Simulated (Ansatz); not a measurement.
The system is GaS.

```
Ga S
1.0
     3.58500    0.00000    0.00000
    -1.79250    3.10470    0.00000
     0.00000    0.00000   15.50000
Ga S
4 4
Direct
  0.66667 0.33333 0.83000
  0.33333 0.66667 0.33000
  0.66667 0.33333 0.67000
  0.33333 0.66667 0.17000
  0.66667 0.33333 0.40000
  0.33333 0.66667 0.90000
  0.66667 0.33333 0.10000
  0.33333 0.66667 0.60000
```

| Quantity | Value |
| --- | --- |
| Program | Ansatz 0.2.0 |
| Task | relaxation of cell and atoms |
| Functional | BLYP |
| Dispersion | D4 |
| Potentials or basis | Ansatz PAW |
| Cutoff | 420 eV (not typed: the program's choice for these potentials) |
| k mesh | 9 × 9 × 2 |
| Occupations | fermi-dirac, width 0.05 eV |
| Spin | no spin polarisation |

At the start: volume 21.57 Å³/atom.

Question: Where does the relaxation end?

Answer: It ends after 5 steps and the volume is 21.18 Å³/atom (-1.8 %); space group P6_3/mmc (No. 194, to 0.05 Å).

Step by step:
| step | energy change (eV) | largest force (eV/Å) | volume (Å³) |
| --- | --- | --- | --- |
| 1 | 0.0000 | 0.3294 | 172.52 |
| 2 | -0.0387 | 0.1141 | 165.80 |
| 3 | -0.0523 | 0.1272 | 169.78 |
| 4 | -0.0558 | 0.0044 | 169.41 |
| 5 | -0.0554 | 0.0044 | 169.41 |

Final structure:
```xyz
8
Lattice="3.6168 0.0000 0.0000 -1.8084 3.1322 0.0000 0.0000 0.0000 14.9544" Properties=species:S:1:pos:R:3 pbc="T T T"
Ga    1.8084    1.0441   12.4353
Ga    0.0000    2.0881    4.9582
Ga    1.8084    1.0441    9.9962
Ga    0.0000    2.0881    2.5190
S     1.8084    1.0441    6.0354
S     0.0000    2.0881   13.5126
S     1.8084    1.0441    1.4418
S     0.0000    2.0881    8.9190
```

Caveat: the plane-wave basis is chosen anew once the cell has moved, so the energies of steps on either side of that aren't comparable; the PAW data sets come from PBE, with cores solved anew for the run's functional, which leaves a small shift of forces and pressure.
